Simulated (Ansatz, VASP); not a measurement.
## HfSi: VASP beside Ansatz

Contents of INCAR:

```
ALGO = Normal
EDIFF = 1E-6
EDIFFG = -0.005
ENCUT = 600
GGA = PS
IBRION = 2
ISIF = 3
ISMEAR = -1
LASPH = T
LCHARG = F
LREAL = F
LWAVE = F
NELM = 80
NSW = 100
PREC = Accurate
SIGMA = 0.05
```

The input KPOINTS:

```
k-points
0
Gamma
  10 10 6
```

The input POSCAR:

```
HfSi
1.0
    4.0149533272      0.0000000000      0.0000000000
   -2.0074766636      3.4770515764      0.0000000000
    0.0000000000      0.0000000000      6.0224299908
Hf Si
2 2
Direct
    0.0000000000      0.0000000000      0.0000000000
    0.0000000000      0.0000000000      0.5000000000
    0.3333333333      0.6666666667      0.2500000000
    0.6666666667      0.3333333333      0.7500000000
```

Input for Ansatz:

```yaml
crystal:
  lattice:
    - [4.0149533272, 0.0, 0.0]
    - [-2.0074766636, 3.4770515764, 0.0]
    - [0.0, 0.0, 6.0224299908]
  atoms:
    - { symbol: Hf, position: [0.0, 0.0, 0.0] }
    - { symbol: Hf, position: [0.0, 0.0, 0.5] }
    - { symbol: Si, position: [0.3333333333, 0.6666666667, 0.25] }
    - { symbol: Si, position: [0.6666666667, 0.3333333333, 0.75] }
kpoints:
  mp_grid: { grid: [10, 10, 6] }
scf:
  occupations: { method: fermi_dirac, width: 0.05 }
hamiltonian:
  xc: pbesol
  pseudopotentials: { kind: paw }
output:
  forces: true
  stress: true
  write_density: true
  write_potential: true
  elf: true
  volumetric_format: npy
relax:
  f_tol: 0.005
  max_steps: 80
  cell: {}
```

Alike in both runs: task relaxation of cell and atoms; functional PBEsol; k mesh 10 × 10 × 6; occupations fermi-dirac, width 0.05 eV; no spin polarisation.

```csv
,VASP,Ansatz
version,VASP 6.6.1,Ansatz 0.2.0
potentials or method,"VASP PAW PBE potentials, release 64 (Hf_pv, Si)","PAW with Ansatz's default frozen-core files, scalar-relativistic"
plane-wave cutoff (eV),600,420
valence electrons in the cell,28,60
```

```csv
,VASP,Ansatz,Ansatz less VASP
relaxed volume (Å³/atom),19.50,19.49,-0.005
relaxed cell length with the largest relative difference (Å),6.618,6.615,-0.0027
energy change over the relaxation (meV/atom),-168,-170,-1.6
```

The two sets of potentials don't hold the same shells in valence.

Caveats: the PAW data sets were made with another functional, which shifts forces and pressure a little (VASP). The runs have no spin-orbit coupling, so splittings on Hf are missing.
